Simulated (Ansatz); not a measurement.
The system is TePt.

```
Pt Te
1.0
     1.98157    1.14406    6.66103
    -1.98157    1.14406    6.66103
     0.00000   -2.28812    6.66103
Pt Te
2 2
Direct
  0.12967 0.12967 0.12967
  0.87033 0.87033 0.87033
  0.40200 0.40200 0.40200
  0.59800 0.59800 0.59800
```

Base run:

```yaml
Program: Ansatz 0.2.0
Functional: PBEsol
Potentials_or_basis: all-electron LAPW, scalar-relativistic
Cutoff: 288 eV
Density_cutoff: 1152 eV
Basis_error_allowed: 0.002 eV/atom
k_mesh: 8 × 8 × 8
Occupations: fermi-dirac, width 0.05 eV
Spin: no spin polarisation
```

Its results: pressure -0.3 GPa; largest force 0.193 eV/Å.

Task: After a change of settings the same cell gave: pressure -2.8 GPa; largest force 0.213 eV/Å. Which change was it?
A. potentials or basis from all-electron LAPW, scalar-relativistic to all-electron PAW datasets made for the crystal
B. functional from PBEsol to LDA
C. potentials or basis from all-electron LAPW, scalar-relativistic to all-electron LAPW, non-relativistic
D. basis error allowed from 0.002 eV/atom to 0.001 eV/atom

Result: B.

LDA binds more tightly than PBEsol, so the same cell stands under less pressure.

Not every run made on this cell is shown here.
